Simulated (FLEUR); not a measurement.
# BN (P6_3mc) in FLEUR: single point with PBE

Aim: the single point of BN with PBE.

Program: FLEUR MaX-R8.1 (later development tree). These are calculated values, not measurements. Logs are shortened: lines on timing, memory, paths and dates and some standing lists are left out, and cuts for length are marked.

## Step 1: Starting point

It takes space group P6_3mc (No. 186, hexagonal). The conventional cell has a = 2.554 Å, b = 2.554 Å, c = 4.227 Å, α = 90.00°, β = 90.00°, γ = 120.00°. N (site symmetry 3m) is surrounded by 4 B at 1.57 to 1.58 Å. B (site symmetry 3m) has 4 N at 1.57 to 1.58 Å as nearest neighbours.

Measurements of this composition are mostly on another form, of space group No. 194.

## Step 2: Single point, PBE

The input, inp.xml:

```xml
<?xml version="1.0" encoding="UTF-8" standalone="no"?>
<fleurInput fleurInputVersion="0.39">
   <comment>
      BN                                                                                                  
   </comment>
   <calculationSetup>
      <cutoffs Kmax="5.41" Gmax="16.8" GmaxXC="16.8" numbands="0"/>
      <scfLoop itmax="60" minDistance="0.00001" maxIterBroyd="15" imix="Anderson" alpha="0.05" precondParam="0.0" spinf="2.0" sdNocoIR="T"/>
      <coreElectrons ctail="T" frcor="F" kcrel="0" coretail_lmax="0"/>
      <xcFunctional name="pbe" relativisticCorrections="F"/>
      <magnetism jspins="1"/>
      <soc l_soc="F" theta="0.0" phi="0.0" spav="F"/>
      <expertModes spex="0" secvar="F"/>
      <geometryOptimization l_f="T" forcealpha="1.0" forcemix="BFGS" epsdisp="0.0005" epsforce="0.0002"/>
      <ldaU l_linMix="F" mixParam="0.05" spinf="1.0"/>
   </calculationSetup>
   <cell>
      <bzIntegration valenceElectrons="16.0" mode="hist" fermiSmearingEnergy="0.00183747">
         <kPointListSelection listName="default-1"/>
         <!-- k-points included here -->
         <xi:include xmlns:xi="http://www.w3.org/2001/XInclude" href="kpts.xml"> </xi:include>
      </bzIntegration>
      <!-- symmetry operations included here -->
      <xi:include xmlns:xi="http://www.w3.org/2001/XInclude" href="sym.xml"> </xi:include>
      <bulkLattice scale="1.0">
         <bravaisMatrix>
            <row-1>    4.8262463859830076     0.0000000000000000     0.0000000000000000</row-1>
            <row-2>   -2.4131231930859904     4.1796519751778654     0.0000000000000000</row-2>
            <row-3>    0.0000000000000000     0.0000000000000000     7.9875983183961319</row-3>
         </bravaisMatrix>
      </bulkLattice>
   </cell>
   <atomSpecies>
      <species name="Nitrogen (N)" element="N" atomicNumber="7">
         <mtSphere radius="1.33" gridPoints="453" logIncrement="0.023"/>
         <atomicCutoffs lmax="8" lnonsphr="6"/>
         <electronConfig flipSpins="F">
            <coreConfig>(1s1/2)</coreConfig>
            <valenceConfig>(2s1/2) (2p1/2) (2p3/2)</valenceConfig>
            <stateOccupation state="(2p1/2)" spinUp="0.500000" spinDown="0.500000"/>
            <stateOccupation state="(2p3/2)" spinUp="1.000000" spinDown="1.000000"/>
         </electronConfig>
         <energyParameters s="2" p="2" d="3" f="4"/>
         <lo type="SCLO" l="0" n="2" eDeriv="2"/>
         <lo type="SCLO" l="1" n="2" eDeriv="2"/>
         <lo type="SCLO" l="2" n="3" eDeriv="2"/>
      </species>
      <species name="Boron (B)" element="B" atomicNumber="5">
         <mtSphere radius="1.33" gridPoints="453" logIncrement="0.022"/>
         <atomicCutoffs lmax="8" lnonsphr="6"/>
         <electronConfig flipSpins="F">
            <coreConfig>(1s1/2)</coreConfig>
            <valenceConfig>(2s1/2) (2p1/2) (2p3/2)</valenceConfig>
            <stateOccupation state="(2p1/2)" spinUp="0.166667" spinDown="0.166667"/>
            <stateOccupation state="(2p3/2)" spinUp="0.333333" spinDown="0.333333"/>
         </electronConfig>
         <energyParameters s="2" p="2" d="3" f="4"/>
         <lo type="SCLO" l="0" n="2" eDeriv="2"/>
         <lo type="SCLO" l="1" n="2" eDeriv="2"/>
         <lo type="SCLO" l="2" n="3" eDeriv="2"/>
      </species>
   </atomSpecies>
   <atomGroups>
      <atomGroup species="Nitrogen (N)">
         <relPos label="                   1">1.000/3.000 -1.000/3.000 .1252760000</relPos>
         <relPos label="                   2">-1.000/3.000 1.000/3.000 -.3747240000</relPos>
         <force calculate="T" relaxXYZ="TTT"/>
      </atomGroup>
      <atomGroup species="Boron (B)">
         <relPos label="                   3">1.000/3.000 -1.000/3.000 .4997240000</relPos>
         <relPos label="                   4">-1.000/3.000 1.000/3.000 -.0002760000</relPos>
         <force calculate="T" relaxXYZ="TTT"/>
      </atomGroup>
   </atomGroups>
   <output dos="F" band="F" slice="F">
      <checks vchk="F" cdinf="F"/>
      <bandDOS minEnergy="-.5*Htr" maxEnergy="0.5*Htr" sigma="0.015" storeEVData="T"/>
      <vacuumDOS vacdos="F" integ="F" star="F" nstars="0" locx1="0.0" locy1="0.0" locx2="0.0" locy2="0.0" nstm="0" tworkf="0.0"/>
      <unfoldingBand unfoldBand="F" supercellX="1" supercellY="1" supercellZ="1"/>
      <plotting iplot="0" polar="F">
         <plot TwoD="T" vec1="  1.0  0.0  0.0" vec2="  0.0  1.0  0.0" vec3="  0.0  0.0  1.0" zero="  0.0  0.0  0.0" file="plot"/>
      </plotting>
      <chargeDensitySlicing numkpt="0" minEigenval="0.0" maxEigenval="0.0" nnne="0" pallst="F"/>
      <specialOutput eonly="F"/>
      <moessbauerParams electricFieldGradient="T" isomerShift="T" coreHyperfine="T" valenceHyperfine="T"/>
      <magneticCircularDichroism mcd="F" energyLo="-10.0" energyUp="0.0"/>
   </output>
  <!-- We include the file relax.xml here to enable relaxations (see documentation) -->
  <xi:include xmlns:xi="http://www.w3.org/2001/XInclude" href="relax.xml"> <xi:fallback/> </xi:include>
</fleurInput>
```

The input, crystal.txt:

```
BN
&input cartesian=F /
2.5539396017  0.0000000000  0.0000000000
-1.2769698009  2.2117765748  0.0000000000
0.0000000000  0.0000000000  4.2268550000
1.8897261246
1.0 1.0 1.0

4
7 0.3333333333  0.6666666667  0.1252760000
7 0.6666666667  0.3333333333  0.6252760000
5 0.3333333333  0.6666666667  0.4997240000
5 0.6666666667  0.3333333333  0.9997240000

&kpt div1=12 div2=12 div3=6 gamma=T /
```

Potentials or basis: all-electron, FLAPW.

The run is started by

```console
> inpgen -f crystal.txt -profile fastHighL
> # inp.xml edited to the form shown
> fleur_MPI
```

The program printed:

```text
Welcome to FLEUR        (www.flapw.de)
      MaX-Release 8.1          (www.max-centre.eu)

 ========== k-point set info ==========
 Selected k-point list: default-1
 k-point list type: mesh
 12 x 12 x 6
 Number of k points: 76

 ------------Calculation Setup---------------------------
 Number of MPI-tasks      :            1
 Number of PE/node        :            1
 Number of OMP-threads    :            1
 Most efficient MPI parallelization for:
           1           2           4          19          38          76
 Additional eigenvalue parallelization possible
 Number of basis functions:          510
 Approximate size of matrices (H+S) per k-point:         0.008 GB
 --------------------------------------------------------
Nuclear radius smaller than smallest radial mesh point for atom type 2 -- skipping its core isomer shift
Nuclear radius smaller than smallest radial mesh point for atom type 2 -- skipping its isomer shift
 Iteration:     1   Distance:      28.64963934 me/bohr^3
Nuclear radius smaller than smallest radial mesh point for atom type 2 -- skipping its core isomer shift
Nuclear radius smaller than smallest radial mesh point for atom type 2 -- skipping its isomer shift
 Iteration:     2   Distance:      25.96394881 me/bohr^3
Nuclear radius smaller than smallest radial mesh point for atom type 2 -- skipping its core isomer shift
Nuclear radius smaller than smallest radial mesh point for atom type 2 -- skipping its isomer shift
 Iteration:     3   Distance:      11.26024349 me/bohr^3
Nuclear radius smaller than smallest radial mesh point for atom type 2 -- skipping its core isomer shift
Nuclear radius smaller than smallest radial mesh point for atom type 2 -- skipping its isomer shift
 Iteration:     4   Distance:       3.36909416 me/bohr^3
Nuclear radius smaller than smallest radial mesh point for atom type 2 -- skipping its core isomer shift
Nuclear radius smaller than smallest radial mesh point for atom type 2 -- skipping its isomer shift
 Iteration:     5   Distance:       1.13422139 me/bohr^3
Nuclear radius smaller than smallest radial mesh point for atom type 2 -- skipping its core isomer shift
Nuclear radius smaller than smallest radial mesh point for atom type 2 -- skipping its isomer shift
 Iteration:     6   Distance:       0.31033712 me/bohr^3
Nuclear radius smaller than smallest radial mesh point for atom type 2 -- skipping its core isomer shift
Nuclear radius smaller than smallest radial mesh point for atom type 2 -- skipping its isomer shift
 Iteration:     7   Distance:       0.14247964 me/bohr^3
Nuclear radius smaller than smallest radial mesh point for atom type 2 -- skipping its core isomer shift
Nuclear radius smaller than smallest radial mesh point for atom type 2 -- skipping its isomer shift
 Iteration:     8   Distance:       0.06467491 me/bohr^3
Nuclear radius smaller than smallest radial mesh point for atom type 2 -- skipping its core isomer shift
Nuclear radius smaller than smallest radial mesh point for atom type 2 -- skipping its isomer shift
 Iteration:     9   Distance:       0.02411995 me/bohr^3
Nuclear radius smaller than smallest radial mesh point for atom type 2 -- skipping its core isomer shift
Nuclear radius smaller than smallest radial mesh point for atom type 2 -- skipping its isomer shift
 Iteration:    10   Distance:       0.00546357 me/bohr^3
Nuclear radius smaller than smallest radial mesh point for atom type 2 -- skipping its core isomer shift
Nuclear radius smaller than smallest radial mesh point for atom type 2 -- skipping its isomer shift
 Iteration:    11   Distance:       0.00509272 me/bohr^3
Nuclear radius smaller than smallest radial mesh point for atom type 2 -- skipping its core isomer shift
Nuclear radius smaller than smallest radial mesh point for atom type 2 -- skipping its isomer shift
 Iteration:    12   Distance:       0.00032196 me/bohr^3
Nuclear radius smaller than smallest radial mesh point for atom type 2 -- skipping its core isomer shift
Nuclear radius smaller than smallest radial mesh point for atom type 2 -- skipping its isomer shift
 Iteration:    13   Distance:       0.00003796 me/bohr^3
Nuclear radius smaller than smallest radial mesh point for atom type 2 -- skipping its core isomer shift
Nuclear radius smaller than smallest radial mesh point for atom type 2 -- skipping its isomer shift
 Iteration:    14   Distance:       0.00001292 me/bohr^3
Nuclear radius smaller than smallest radial mesh point for atom type 2 -- skipping its core isomer shift
Nuclear radius smaller than smallest radial mesh point for atom type 2 -- skipping its isomer shift
 Iteration:    15   Distance:       0.00000156 me/bohr^3
Nuclear radius smaller than smallest radial mesh point for atom type 2 -- skipping its core isomer shift
Nuclear radius smaller than smallest radial mesh point for atom type 2 -- skipping its isomer shift
 Reset of history

 ********************************************************************
 Run finished successfully
 Stop message:
   Structural relaxation: new displacements generated
 ********************************************************************
```

Wall time 3.3 min (1 thread of Arm Neoverse V1, shared host); peak memory 0.06 GiB.

Results:

```
Free energy                                           : -4337.2661 eV
Largest force                                         : 0.017 eV/Å
Band gap on the k mesh                                : 5.20 eV, indirect (least direct gap 8.24 eV)
Valence electrons inside the program's atomic spheres : N 3.20; B 1.01 (radii N 1.33, B 1.33 bohr)
```

Forces on the atoms (eV/Å):
```
N    0.000  0.000 -0.017
N    0.000  0.000 -0.017
B    0.000  0.000  0.016
B    0.000  0.000  0.016
```

Core levels (eV from the Fermi level):
| atom | levels |
| --- | --- |
| 1 N | 1s1/2 -375.3 |
| 2 N | 1s1/2 -375.3 |
| 3 B | 1s1/2 -172.8 |
| 4 B | 1s1/2 -172.8 |
